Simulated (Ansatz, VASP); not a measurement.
Ir: VASP beside Ansatz

INCAR

```
SYSTEM = Ir
ALGO     = Normal         ! electronic algorithm
EDIFF    = 1E-7           ! SCF threshold, eV
ENCUT    = 520            ! plane-wave cutoff, eV
GGA      = PE             ! functional
ISIF     = 2              ! what is computed and relaxed
ISMEAR   = -1             ! smearing method
LASPH    = .True.         ! aspherical terms in the spheres
LCHARG   = .True.         ! write CHGCAR
LELF     = .True.         ! ELF
LREAL    = .False.        ! projectors in reciprocal space
LVHAR    = .True.       
LWAVE    = .False.        ! write WAVECAR
NBANDS   = 16             ! bands
NELM     = 60             ! most SCF steps
PREC     = Accurate       ! precision mode
SIGMA    = 0.05           ! smearing width, eV
```

File KPOINTS:

```
k-points
0
Gamma
  9 9 5
  0 0 0
```

The input POSCAR:

```
Ir
1.0
    2.7513778946      0.0000000000      0.0000000000
   -1.3756889473      2.3827631521      0.0000000000
    0.0000000000      0.0000000000      4.4176671000
Ir
2
Direct
    0.3333333333      0.6666666667      0.2500000000
    0.6666666667      0.3333333333      0.7500000000
```

File input.yaml:

```yaml
crystal:
  lattice:
    - [2.7513778946, 0.0, 0.0]
    - [-1.3756889473, 2.3827631521, 0.0]
    - [0.0, 0.0, 4.4176671]
  atoms:
    - { symbol: Ir, position: [0.3333333333, 0.6666666667, 0.25] }
    - { symbol: Ir, position: [0.6666666667, 0.3333333333, 0.75] }
hamiltonian:
  xc: pbe
  pseudopotentials: { kind: paw }
kpoints:
  mp_grid: { grid: [9, 9, 5] }
scf:
  occupations: { method: fermi_dirac, width: 0.05 }
output:
  forces: true
  stress: true
  eigenvalues: true
```

This isn't the form of Ir at room conditions, which is fcc.

Alike in both runs: task single point; functional PBE; k mesh 9 × 9 × 5; occupations fermi-dirac, width 0.05 eV; no spin polarisation.

|  | VASP | Ansatz |
| --- | --- | --- |
| version | VASP 6.6.1 | Ansatz 0.2.0 |
| potentials or method | VASP PAW PBE potentials, release 64 (Ir) | Ansatz PAW |
| plane-wave cutoff (eV) | 520 | 420 |
| valence electrons in the cell | 18 | 34 |

```tsv
	VASP	Ansatz	Ansatz less VASP
gap on the k mesh at the Fermi level (eV)	none	none	-
pressure (GPa)	2.6	2.1	-0.51
largest component of the traceless stress (GPa)	3.27	3.30	+0.029
```

A gap of «none» marks a metal or a gap that the smearing closes. The two sets of potentials don't hold the same shells in valence.

The runs have no spin-orbit coupling, so splittings on Ir are missing.
